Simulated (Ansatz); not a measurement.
# Rh12N: the cost of one run

Method: DFT PBE, scalar-relativistic, plane waves, PAW, in Ansatz 0.2.0.

4 further runs of the same task are left out: 1 that didn't finish, 3 set aside as unsound or not needed.

## 1. The structure to begin with

Symmetry: Fm-3m, No. 225, cubic system. The conventional cell has a = 3.830 Å, b = 3.830 Å, c = 3.830 Å, α = 90.00°, β = 90.00°, γ = 90.00°. Rh (site symmetry m-3m) is surrounded by 12 Rh at 2.71 Å.

Coordinates:

```
CELL_PARAMETERS angstrom
0.00000 1.91505 1.91505
1.91505 0.00000 1.91505
1.91505 1.91505 0.00000
ATOMIC_POSITIONS crystal
Rh 0.00000 0.00000 0.00000
```

It is the result of an earlier relaxation at this level (volume 14.05 Å³/atom; gap on the mesh: none (metal)).

## 5. Setting up the map

Atoms count from 1 in the order of the input.

N is moved over the surface cell; relaxed at each place: the height of the adsorbate's atoms; substrate rigid; the origin of the map has the adsorbate above Rh9.

- position of N13 along the first surface vector, from above Rh9: 6 values from 0.000 to 0.833, periodic
- position of N13 along the second surface vector, from above Rh9: 6 values from 0.000 to 0.833, periodic

Relaxed at each point: the height of the adsorbate's atoms; substrate rigid. Points are written as (first, second).

The two vectors of the plane (Å): (2.708, 0.000, 0.000); (-1.354, 2.345, 0.000).

(The set-up runs are not shown.)

## 6. Point (0/6, 0/6) of the map's two axes

input.yaml reads:

```yaml
crystal:
  lattice:
    - [5.4165863246, 0.0, 0.0]
    - [-2.7082931623, 4.6909013589, 0.0]
    - [0.0, 0.0, 19.7966118519]
  atoms:
    - { symbol: Rh, position: [0.3333333333, 0.1666666667, 0.2020547773] }
    - { symbol: Rh, position: [0.3333333333, 0.6666666667, 0.2020547773] }
    - { symbol: Rh, position: [0.8333333333, 0.1666666667, 0.2020547773] }
    - { symbol: Rh, position: [0.8333333333, 0.6666666667, 0.2020547773] }
    - { symbol: Rh, position: [0.1666666667, 0.3333333333, 0.3106031923] }
    - { symbol: Rh, position: [0.1666666667, 0.8333333333, 0.3106031923] }
    - { symbol: Rh, position: [0.6666666667, 0.3333333333, 0.3106031923] }
    - { symbol: Rh, position: [0.6666666667, 0.8333333333, 0.3106031923] }
    - { symbol: Rh, position: [0.0, 0.0, 0.4190925151] }
    - { symbol: Rh, position: [0.0, 0.5, 0.4190925151] }
    - { symbol: Rh, position: [0.5, 0.0, 0.4190925151] }
    - { symbol: Rh, position: [0.5, 0.5, 0.4190925151] }
    - { symbol: "N", position: [0.0, 0.0, 0.527191821] }
basis:
  ecutwfc: 420
kpoints:
  mp_grid: { grid: [6, 6, 1] }
hamiltonian:
  xc: pbe
  pseudopotentials: { kind: paw, azcp: { folder: soft_1 } }
scf:
  occupations: { method: gaussian, width: 0.1 }
output:
  forces: true
  eigenvalues: true
relax:
  adjacent_minimum: "off"
  f_tol: 0.025
  max_steps: 16
  constraints:
    - { sites: [0, 1, 2, 3, 4, 5, 6, 7, 8, 9, 10, 11] }
    - { sites: [12], fix: xy }
efield:
  axis: 3
  dipole_correction: true
  ramp_width: 0.04
```

Command:

```bash
ansatz run input.yaml --threads 4 --pin off --max-ram 12288MiB --backend cpu --events-out ev --progress --plain --runs-dir out
```

Q: Estimate wall time and peak memory on 4 threads of Intel Xeon 6975P-C (Granite Rapids), shared host.

About 31 s, with a peak of 1.6 GiB.
